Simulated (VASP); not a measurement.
Crystal: BN.

```
B N
1.0
     0.00000    3.49532    2.16609
     1.25163    0.00000    2.16609
     1.25163    3.49532    0.00000
B N
1 1
Direct
  0.00005 0.00005 0.99995
  0.66665 0.66665 0.33335
```

Measurements of this composition are mostly on another form, of space group No. 194.

- Program: VASP 6.6.1
- Task: relaxation of cell and atoms
- Functional: PBE
- Dispersion: D3(BJ)
- Potentials or basis: VASP PAW PBE potentials, release 64 (B, N)
- Cutoff: 600 eV
- k mesh: 12 × 12 × 12
- Occupations: gaussian, width 0.02 eV
- Spin: no spin polarisation

At the start: pressure 0.7 GPa; volume 9.48 Å³/atom.

Q: How do energy, volume and symmetry change on relaxing?

A: Over 18 steps the energy falls by 2.5 meV/atom and the volume is 8.99 Å³/atom (-5.2 %); space group Fmm2 (No. 42, to 0.05 Å).

Step by step:
```tsv
step	energy change (eV)	largest force (eV/Å)	pressure (GPa)	volume (Å³)
1	0.0000	0.0095	0.70	18.95
2	0.0004	0.0287	-2.55	19.07
3	-0.0005	0.0075	-0.71	19.00
4	-0.0011	0.0131	-0.67	18.93
5	-0.0025	0.0750	-0.57	18.70
6	-0.0041	0.2007	-0.27	18.24
7	-0.0043	0.1706	-0.23	18.21
8	-0.0047	0.0807	-0.13	18.13
9	-0.0048	0.0976	0.07	17.97
10	-0.0049	0.0270	-0.02	18.04
11	-0.0049	0.0314	-0.01	18.03
12	-0.0049	0.0297	0.01	18.02
13	-0.0050	0.0243	0.02	18.00
14	-0.0050	0.0135	0.04	17.94
15	-0.0050	0.0200	0.02	17.97
16	-0.0050	0.0180	0.04	17.96
17	-0.0050	0.0191	0.02	17.97
18	-0.0050	0.0017	0.01	17.97
```

Final structure:
```
CELL_PARAMETERS angstrom
0.00000 3.30495 2.16853
1.25378 0.00000 2.16853
1.25378 3.30495 0.00000
ATOMIC_POSITIONS crystal
B 0.00012 0.00012 0.99988
N 0.66658 0.66658 0.33342
```
